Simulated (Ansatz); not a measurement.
Runs of Ansatz 0.2.0 on MoS2. The cell holds a slab with vacuum, 3 atoms: a = 3.184 Å, b = 3.184 Å, c = 17.335 Å, α = 90.00°, β = 90.00°, γ = 120.00°. 

```tsv
task	level	cell	points for each segment of the path	gap on the mesh (eV)	relaxed volume (Å³/atom)	largest force (eV/Å)
relaxation of cell and atoms	PBE0	relaxed	-	2.90	49.62	-
band structure	PBE0	as given	4	(b)	-	0.29
relaxation of cell and atoms	HSE06	relaxed	-	2.23	49.65	-
band structure	HSE06	as given	4	(a)	-	0.29
```

Alike in all rows: potentials or basis Ansatz PAW; no spin polarisation; k mesh 6 × 6 × 2; cutoff (eV) 420; smearing fermi-dirac 0.05 eV.

Problem. Fill in the values left out.

Solution. (a) 2.10; (b) 2.78.

Caveats: the PAW data sets come from PBE, with cores solved anew for the run's functional, which leaves a small shift of forces and pressure; the plane-wave basis is chosen anew once the cell has moved, so the energies of steps on either side of that aren't comparable (some runs); the thresholds are loose for stress (some runs).

A k mesh can miss the band edges, and the runs leave out spin-orbit coupling on Mo.
